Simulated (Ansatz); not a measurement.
Runs of Ansatz 0.2.0 on SiNi. It takes space group Pmmn (No. 59, orthorhombic). The conventional cell has a = 2.943 Å, b = 3.280 Å, c = 4.677 Å, α = 90.00°, β = 90.00°, γ = 90.00°. Around Ni (site symmetry mm2) lie 6 Si at 2.34 to 2.37 Å and 4 Ni at 2.65 Å. Si (site symmetry mm2) has 6 Ni at 2.34 to 2.37 Å and 4 Si at 2.65 Å as nearest neighbours. The cell is a database's computed one.

```csv
fixed moment (μB),pressure (GPa),moment (μB),largest force (eV/Å)
4.0,28.9,4.00,0.84
1.0,9.2,1.00,0.27
2.5,18.0,2.50,(b)
1.5,11.5,1.50,0.45
2.0,(a),2.00,(c)
```

Alike in all rows: task single point; level PBE; potentials or basis Ansatz PAW; spin collinear, ferromagnetic start; cell as given; k mesh 8 × 7 × 5; cutoff (eV) 420; smearing fermi-dirac 0.05 eV.

**Question.** Fill in the values left out.

**Answer.** (a) 14.8; (b) 0.69; (c) 0.52.

Caveats: the total moment is fixed, so each spin has its own Fermi level; the thresholds are loose for stress; a pressure of tens of GPa on the cell as given is suspect, and the run, the potentials or the cell itself is likely at fault (some runs).
